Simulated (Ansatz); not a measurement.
# AlN: the cost of one run

Computed with Ansatz 0.2.0 (DFT PBE, scalar-relativistic, plane waves, PAW, unless a step's input says otherwise).

## (1) The structure to begin with

Symmetry: P6_3/mmc, No. 194, hexagonal system. The conventional cell has a = 3.312 Å, b = 3.312 Å, c = 4.188 Å, α = 90.00°, β = 90.00°, γ = 120.00°. Around Al (site symmetry -6m2) lie 5 N at 1.91 to 2.09 Å. Around N (site symmetry -6m2) lie 5 Al at 1.91 to 2.09 Å.

Coordinates:

```cif
data_structure
_symmetry_space_group_name_H-M 'P6_3/mmc'
_symmetry_Int_Tables_number 194
_cell_length_a 3.3121
_cell_length_b 3.3121
_cell_length_c 4.1876
_cell_angle_alpha 90.000
_cell_angle_beta 90.000
_cell_angle_gamma 120.000
_cell_volume 39.78
loop_
_atom_site_label
_atom_site_type_symbol
_atom_site_symmetry_multiplicity
_atom_site_Wyckoff_symbol
_atom_site_fract_x
_atom_site_fract_y
_atom_site_fract_z
_atom_site_occupancy
Al1 Al 2 d 0.33333 0.66667 0.75000 1
N1 N 2 c 0.33333 0.66667 0.25000 1
```

The structure comes from the Materials Project (structure only).

## (2) A distortion of lower symmetry

Against the listed cell: strain xx, yy, zz, yz, xz, xy = +2.1, +2.1, -0.9, +0.0, +0.0, +0.0 %; atoms moved by 0.06 Å root mean square, at most 0.08 Å.

Input file input.yaml:

```yaml
crystal:
  lattice:
    - [3.3832931091, 0.0, 0.0]
    - [-1.6916465545, 2.9300177809, 0.0]
    - [0.0, 0.0, 4.1519268389]
  atoms:
    - { symbol: Al, position: [0.33333333, 0.66666667, 0.7588000709] }
    - { symbol: Al, position: [0.66666667, 0.33333333, 0.2411999291] }
    - { symbol: "N", position: [0.33333333, 0.66666667, 0.2317476003] }
    - { symbol: "N", position: [0.66666667, 0.33333333, 0.7682523997] }
basis:
  ecutwfc: 420
kpoints:
  mp_grid: { grid: [9, 9, 6] }
hamiltonian:
  xc: pbe
scf:
  occupations: { method: gaussian, width: 0.02 }
output:
  forces: true
  stress: true
  eigenvalues: true
```

Command:

```console
$ ansatz run input.yaml --threads 1 --pin off --max-ram 1331MiB --backend cpu --events-out ev --progress --plain --runs-dir out
```

**Question.** How long does this run take on 1 thread of an x86-64 CPU, shared host, and how much memory does it need?

About 4 s, with a peak of 0.33 GiB.
